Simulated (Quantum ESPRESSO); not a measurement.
# Pb (C2/m) in Quantum ESPRESSO: single point with PBEsol

Aim: the single point of Pb with PBEsol.

Everything below comes from runs of Quantum ESPRESSO 7.5. Logs are shortened: lines on timing, memory, paths and dates and some standing lists are left out, and cuts for length are marked.

## Step 1: Starting point

Symmetry: C2/m, No. 12, monoclinic system. The conventional cell has a = 6.077 Å, b = 3.501 Å, c = 6.452 Å, α = 90.00°, β = 109.14°, γ = 90.00°. Pb (site symmetry m) has 10 Pb at 3.34 to 3.51 Å as nearest neighbours.

This isn't the form of Pb at room conditions, which is fcc.

## Step 2: Single point, PBEsol

The input, run.py:

```python
import numpy as np
from ase.calculators.espresso import Espresso, EspressoProfile
import spglib
from ase import Atoms
from ase.io import read

atoms = read('Pb.cif')
cell, pos, num = spglib.standardize_cell((atoms.cell[:], atoms.get_scaled_positions(), atoms.numbers), to_primitive=True, symprec=1e-4)
atoms = Atoms(numbers=num, cell=cell, scaled_positions=pos, pbc=True)

input_data = {
    'control': {'calculation': 'scf', 'prefix': 'pwscf', 'outdir': './tmp', 'tprnfor': True, 'tstress': True, 'disk_io': 'nowf'},
    'system': {'ecutwfc': 45.0, 'ecutrho': 360.0, 'nbnd': 21, 'occupations': 'smearing', 'smearing': 'fd', 'degauss': 0.00367493},
    'electrons': {'conv_thr': 4e-10, 'electron_maxstep': 120, 'mixing_beta': 0.5},
}
pseudopotentials = {'Pb': 'pb_pbesol_v1.uspp.F.UPF'}
profile = EspressoProfile(command='mpirun -n 2 pw.x -nk 2', pseudo_dir='pseudo')
dft = Espresso(profile=profile, input_data=input_data, pseudopotentials=pseudopotentials, kpts=(9, 9, 5), koffset=(0, 0, 0))
atoms.calc = dft

print(f'energy {atoms.get_potential_energy():.8f} eV')
print('forces (eV/A)')
print(np.round(atoms.get_forces(), 6))
print('stress (eV/A^3, Voigt)')
print(np.round(atoms.get_stress(), 8))
print(f'Fermi level {dft.get_fermi_level():.4f} eV')
```

The input, Pb.cif:

```cif
data_Pb
_cell_length_a 6.07721363
_cell_length_b 3.50063992
_cell_length_c 6.45189494
_cell_angle_alpha 90.00000000
_cell_angle_beta 109.14029457
_cell_angle_gamma 90.00000000
_space_group_name_H-M_alt 'C2/m'
_space_group_name_Hall '-C 2y'
_space_group_IT_number 12
loop_
_space_group_symop_operation_xyz
'x,y,z'
'-x,-y,-z'
'-x,y,-z'
'x,-y,z'
'x+1/2,y+1/2,z'
'-x+1/2,-y+1/2,-z'
'-x+1/2,y+1/2,-z'
'x+1/2,-y+1/2,z'
loop_
_atom_site_label
_atom_site_type_symbol
_atom_site_symmetry_multiplicity
_atom_site_Wyckoff_symbol
_atom_site_fract_x
_atom_site_fract_y
_atom_site_fract_z
_atom_site_occupancy
Pb1 Pb 4 i 0.9085084100 0.0000000000 0.7262922000 1
```

Potentials or basis: GBRV 1.5 PBEsol.

On the command line:

```bash
> OMP_NUM_THREADS=1 python run.py
```

The program printed:

```text
energy -4459.51654442 eV
forces (eV/A)
[[ 0.026777  0.       -0.138592]
 [-0.026777 -0.        0.138592]]
stress (eV/A^3, Voigt)
[ 1.203796e-02  1.203246e-02  1.266231e-02  0.000000e+00  1.194000e-05
 -0.000000e+00]
Fermi level 10.0455 eV
```

espresso.pwi:

```text
&CONTROL
   calculation      = 'scf'
   tstress          = .true.
   tprnfor          = .true.
   outdir           = './tmp'
   prefix           = 'pwscf'
   disk_io          = 'nowf'
   pseudo_dir       = 'pseudo'
/
&SYSTEM
   nbnd             = 21
   ecutwfc          = 45.0
   ecutrho          = 360.0
   occupations      = 'smearing'
   degauss          = 0.00367493
   smearing         = 'fd'
   ntyp             = 1
   nat              = 2
   ibrav            = 0
/
&ELECTRONS
   electron_maxstep = 120
   conv_thr         = 4e-10
   mixing_beta      = 0.5
/
&IONS
/
&CELL
/
&FCP
/
&RISM
/
ATOMIC_SPECIES
Pb 207.2 pb_pbesol_v1.uspp.F.UPF

K_POINTS automatic
9 9 5  0 0 0

CELL_PARAMETERS angstrom
3.03860681500000 -1.75031996000000 0.00000000000000
3.03860681500000 1.75031996000000 0.00000000000000
-2.11546263606512 0.00000000000000 6.09522486477817

ATOMIC_POSITIONS angstrom
Pb 3.9847556803 0.0000000000 4.4269142765  
Pb -0.0230046863 -0.0000000000 1.6683105882
```

espresso.pwo:

```text
This program is part of the open-source Quantum ESPRESSO suite
     for quantum simulation of materials; please cite
         "P. Giannozzi et al., J. Phys.:Condens. Matter 21 395502 (2009);
         "P. Giannozzi et al., J. Phys.:Condens. Matter 29 465901 (2017);
         "P. Giannozzi et al., J. Chem. Phys. 152 154105 (2020);
     in publications or presentations arising from this work. More details at

Warning: card &CELL ignored
Warning: card &FCP ignored
Warning: card &RISM ignored

     Message from routine setup:
[... 7 lines left out ...]
     --------------------
     sticks:   dense  smooth     PW     G-vecs:    dense   smooth      PW
     Sum        1073     547    163                50365    17833    3193

     Using Slab Decomposition

     bravais-lattice index     =            0
     lattice parameter (alat)  =       6.6267  a.u.
     unit-cell volume          =     437.5304 (a.u.)^3
     number of atoms/cell      =            2
     number of atomic types    =            1
     number of electrons       =        28.00
     number of Kohn-Sham states=           21
     kinetic-energy cutoff     =      45.0000  Ry
     charge density cutoff     =     360.0000  Ry
     scf convergence threshold =      4.0E-10
     mixing beta               =       0.5000
     number of iterations used =            8  plain     mixing
     Exchange-correlation= SLA  PW   PSX  PSC
                           (   1   4  10   8   0   0   0)

     celldm(1)=   6.626650  celldm(2)=   0.000000  celldm(3)=   0.000000
     celldm(4)=   0.000000  celldm(5)=   0.000000  celldm(6)=   0.000000

     crystal axes: (cart. coord. in units of alat)
               a(1) = (   0.866521  -0.499140   0.000000 )
               a(2) = (   0.866521   0.499140   0.000000 )
               a(3) = (  -0.603268   0.000000   1.738179 )

     reciprocal axes: (cart. coord. in units 2 pi/alat)
               b(1) = (  0.577020 -1.001723  0.200266 )
               b(2) = (  0.577020  1.001723  0.200266 )
               b(3) = ( -0.000000  0.000000  0.575315 )

     PseudoPot. # 1 for Pb read from file:
     pb_pbesol_v1.uspp.F.UPF
     Pseudo is Ultrasoft + core correction, Zval = 14.0
     Generated by new atomic code, or converted to UPF format
     Using radial grid of  899 points,  6 beta functions with:
                l(1) =   0
                l(2) =   0
                l(3) =   1
                l(4) =   1
                l(5) =   2
                l(6) =   2
     Q(r) pseudized with  6 coefficients,  rinner =    1.000   1.000   1.000
                                                       1.000   1.000

     atomic species   valence    mass     pseudopotential
     Pb               14.00   207.20000     Pb( 1.00)

      4 Sym. Ops., with inversion, found

   Cartesian axes

     site n.     atom                  positions (alat units)
         1        Pb     tau(   1) = (   1.1363353   0.0000000   1.2624260  )
         2        Pb     tau(   2) = (  -0.0065603  -0.0000000   0.4757532  )

     number of k points=   115  Fermi-Dirac smearing, width (Ry)=  0.0037

     Number of k-points >= 100: set verbosity='high' to print them.

     Dense  grid:    50365 G-vectors     FFT dimensions: (  45,  45,  75)

     Smooth grid:    17833 G-vectors     FFT dimensions: (  30,  30,  54)

     Check: negative core charge=   -0.000002

     Initial potential from superposition of free atoms

     starting charge      27.9958, renormalised to      28.0000

     negative rho (up, down):  3.109E-02 0.000E+00
     Starting wfcs are   18 randomized atomic wfcs +    3 random wfcs

     Self-consistent Calculation

     iteration #  1     ecut=    45.00 Ry     beta= 0.50
     Davidson diagonalization with overlap
     ethr =  1.00E-02,  avg # of iterations =  4.8

     Threshold (ethr) on eigenvalues was too large:
     Diagonalizing with lowered threshold

     Davidson diagonalization with overlap
     c_bands:  2 eigenvalues not converged
     c_bands:  3 eigenvalues not converged
     c_bands:  2 eigenvalues not converged
     c_bands:  2 eigenvalues not converged
     c_bands:  2 eigenvalues not converged
     ethr =  2.58E-05,  avg # of iterations =  5.9

     negative rho (up, down):  3.113E-02 0.000E+00

     total energy              =    -327.76708126 Ry
     estimated scf accuracy    <       0.00738205 Ry

     iteration #  2     ecut=    45.00 Ry     beta= 0.50
     Davidson diagonalization with overlap
     ethr =  2.64E-05,  avg # of iterations =  2.3

     negative rho (up, down):  3.132E-02 0.000E+00

     total energy              =    -327.76813862 Ry
     estimated scf accuracy    <       0.00116358 Ry

     iteration #  3     ecut=    45.00 Ry     beta= 0.50
     Davidson diagonalization with overlap
     c_bands:  2 eigenvalues not converged
     c_bands:  2 eigenvalues not converged
     ethr =  4.16E-06,  avg # of iterations =  3.3

     negative rho (up, down):  3.148E-02 0.000E+00

     total energy              =    -327.76836416 Ry
     estimated scf accuracy    <       0.00029920 Ry

     iteration #  4     ecut=    45.00 Ry     beta= 0.50
     Davidson diagonalization with overlap
     c_bands:  1 eigenvalues not converged
     c_bands:  1 eigenvalues not converged
     c_bands:  1 eigenvalues not converged
     c_bands:  2 eigenvalues not converged
     c_bands:  1 eigenvalues not converged
     c_bands:  1 eigenvalues not converged
     c_bands:  1 eigenvalues not converged
     ethr =  1.07E-06,  avg # of iterations =  7.6

     negative rho (up, down):  3.166E-02 0.000E+00

     total energy              =    -327.76842910 Ry
     estimated scf accuracy    <       0.00001948 Ry

     iteration #  5     ecut=    45.00 Ry     beta= 0.50
     Davidson diagonalization with overlap
     c_bands:  2 eigenvalues not converged
     c_bands:  2 eigenvalues not converged
     c_bands:  1 eigenvalues not converged
     c_bands:  2 eigenvalues not converged
     c_bands:  2 eigenvalues not converged
     c_bands:  1 eigenvalues not converged
     c_bands:  2 eigenvalues not converged
     c_bands:  2 eigenvalues not converged
     ethr =  6.96E-08,  avg # of iterations = 10.9

     negative rho (up, down):  3.179E-02 0.000E+00

     total energy              =    -327.76844874 Ry
     estimated scf accuracy    <       0.00000076 Ry

     iteration #  6     ecut=    45.00 Ry     beta= 0.50
     Davidson diagonalization with overlap
     c_bands:  1 eigenvalues not converged
     c_bands:  2 eigenvalues not converged
     c_bands:  1 eigenvalues not converged
     c_bands:  2 eigenvalues not converged
     ethr =  2.71E-09,  avg # of iterations =  6.9

     negative rho (up, down):  3.180E-02 0.000E+00

     total energy              =    -327.76844913 Ry
     estimated scf accuracy    <       0.00000001 Ry

     iteration #  7     ecut=    45.00 Ry     beta= 0.50
     Davidson diagonalization with overlap
     c_bands:  2 eigenvalues not converged
     c_bands:  1 eigenvalues not converged
     ethr =  4.11E-11,  avg # of iterations =  6.6

     negative rho (up, down):  3.180E-02 0.000E+00

     total energy              =    -327.76844915 Ry
     estimated scf accuracy    <          2.3E-09 Ry

     iteration #  8     ecut=    45.00 Ry     beta= 0.50
     Davidson diagonalization with overlap
     c_bands:  1 eigenvalues not converged
     c_bands:  2 eigenvalues not converged
     ethr =  8.19E-12,  avg # of iterations =  4.5

     negative rho (up, down):  3.180E-02 0.000E+00

     total energy              =    -327.76844915 Ry
     estimated scf accuracy    <          9.8E-10 Ry

     iteration #  9     ecut=    45.00 Ry     beta= 0.50
     Davidson diagonalization with overlap
     ethr =  3.49E-12,  avg # of iterations =  2.0

     negative rho (up, down):  3.180E-02 0.000E+00

     End of self-consistent calculation

     Number of k-points >= 100: set verbosity='high' to print the bands.

     the Fermi energy is    10.0455 ev

!    total energy              =    -327.76844915 Ry
     estimated scf accuracy    <          1.1E-11 Ry
     smearing contrib. (-TS)   =      -0.00059197 Ry
     internal energy E=F+TS    =    -327.76785718 Ry

     The total energy is F=E-TS. E is the sum of the following terms:
     one-electron contribution =     -72.79005339 Ry
     hartree contribution      =      56.78242116 Ry
     xc contribution           =    -126.06638622 Ry
     ewald contribution        =    -185.69383873 Ry

     convergence has been achieved in   9 iterations

     negative rho (up, down):  3.180E-02 0.000E+00

     Forces acting on atoms (cartesian axes, Ry/au):

     atom    1 type  1   force =     0.00104146    0.00000000   -0.00539036
     atom    2 type  1   force =    -0.00104146   -0.00000000    0.00539036

     Total force =     0.007764     Total SCF correction =     0.000025

     Computing stress (Cartesian axis) and pressure

     negative rho (up, down):  3.180E-02 0.000E+00
          total   stress  (Ry/bohr**3)                   (kbar)     P=      -19.62
  -0.00013111   0.00000000  -0.00000013          -19.29        0.00       -0.02
   0.00000000  -0.00013105  -0.00000000            0.00      -19.28       -0.00
  -0.00000013  -0.00000000  -0.00013791           -0.02       -0.00      -20.29

=------------------------------------------------------------------------------=
   JOB DONE.
=------------------------------------------------------------------------------=
```

Wall time 54 s (2 MPI ranks of Intel Xeon Platinum 8259CL at 2.50GHz (Skylake/Cascade Lake), shared host); peak memory 0.36 GiB.

Results:

* Free energy: -4459.5169 eV
* Pressure: -2.0 GPa
* Largest force: 0.141 eV/Å
* Band gap on the k mesh: none (metal or under the smearing width)

Forces on the atoms (eV/Å):
```
Pb   0.027  0.000 -0.139
Pb  -0.027  0.000  0.139
```

Stress tensor (GPa, compression positive):
```
-1.93  0.00  0.00
 0.00 -1.93  0.00
 0.00  0.00 -2.03
```

## Step 3: For comparison

An earlier run on the cell as given: functional PBE; potentials or basis SSSP 1.3 efficiency PBE; cutoff 748 eV; density cutoff 5987 eV; k mesh 9 × 9 × 5; occupations fermi-dirac, width 0.05 eV; no spin polarisation.

- Pressure: 0.7 GPa
- Largest force: 0.078 eV/Å
- Band gap on the k mesh: none (metal or under the smearing width)
